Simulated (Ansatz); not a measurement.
**What DFT gives for AlAs**

```xyz
2
Lattice="0.0000 2.8176 2.8176 2.8176 0.0000 2.8176 2.8176 2.8176 0.0000" Properties=species:S:1:pos:R:3 pbc="T T T"
Al    0.0000    0.0000    0.0000
As    1.4088    1.4088    1.4088
```

The numbers come from plane-wave PAW DFT (Ansatz): r2SCAN, no spin polarisation, 500 eV, 8×8×8 Γ-centred k points, cold occupations (width 0.0296 eV). Nothing was relaxed.

Electronic structure: The gap is 1.78 eV, indirect (the least direct gap found is 2.83 eV).
Formation energy: -0.62 eV an atom against the elements' usual phases (free molecules for gases, crystals otherwise, with no correction for O₂ or N₂), so it is bound against them; other compounds may still compete. Relaxing would lower it.
Band edges: Within 0.7 eV of the edges, the states project mainly on As p (84 %) and Al p (14 %) below the gap and on Al p (59 %) and As s (17 %) above it.
Charges: Bader charges in e: Al +2.10, As -2.10. In the mean Al gives up most and As takes most.
Stress: The pressure is 1.8 GPa (compression positive), so with the atoms held at these fractions the cell would first expand.

Origin: a database entry at a rescaled volume.
